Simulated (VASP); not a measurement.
**Ag: relaxation of cell and atoms with revPBE+D4**

Ag:

```
Ag
1.0
     0.00000    2.04275    2.04275
     2.04275    0.00000    2.04275
     2.04275    2.04275    0.00000
Ag
1
Direct
  0.00000 0.00000 0.00000
```

```json
{
 "Program": "VASP 6.6.1",
 "Task": "relaxation of cell and atoms",
 "Functional": "revPBE",
 "Dispersion": "D4",
 "Potentials or basis": "VASP PAW PBE potentials, release 64 (Ag)",
 "Cutoff": "600 eV",
 "k mesh": "11 × 11 × 11",
 "Occupations": "fermi-dirac, width 0.05 eV",
 "Spin": "no spin polarisation",
 "Further INCAR settings": "ALGO = Normal; EDIFF = 1e-07; IBRION = 2; EDIFFG = -0.02; NSW = 60; ISIF = 3"
}
```

```yaml
Relaxed_volume: 16.81 Å³/atom
Relaxed_cell: a = 2.876 Å, b = 2.876 Å, c = 2.876 Å, α = 60.00°, β = 60.00°, γ = 60.00°
Space_group_after_relaxing_to_0.05_Å: Fm-3m (No. 225)
Energy_gained_by_relaxing: 1.1 meV/atom
Ionic_steps: 3
Pressure_after_relaxing: 0.0 GPa
Band_gap_on_the_k_mesh: none (metal or under the smearing width)
Dispersion_energy_per_atom: -0.976 eV
```

Step by step:
```tsv
step	energy change (eV)	largest force (eV/Å)	pressure (GPa)	volume (Å³)
1	0.0000	0.0000	-1.44	17.05
2	-0.0006	0.0000	0.99	16.67
3	-0.0011	0.0000	0.02	16.81
```

Final structure:
```
Ag
1.0
     0.00000    2.03337    2.03337
     2.03337    0.00000    2.03337
     2.03337    2.03337    0.00000
Ag
1
Direct
  0.00000 0.00000 0.00000
```

Levels at points of the mesh, in eV from the Fermi level:
```csv
k point,band 2,band 3,band 4,band 5,band 6,band 7,band 8,band 9
"(0.00, 0.00, 0.00)",-5.13,-5.13,-5.13,-4.08,-4.08,15.79,19.48,19.48
```

Run time: 13 s on 1 thread of Intel(R) Xeon(R) Platinum 8488C (Sapphire Rapids), on a shared host, peak memory 0.15 GiB.

Caveat: the PAW data sets were made with another functional, which shifts forces and pressure a little; pairwise dispersion overbinds metals, which lowers pressure and volume.
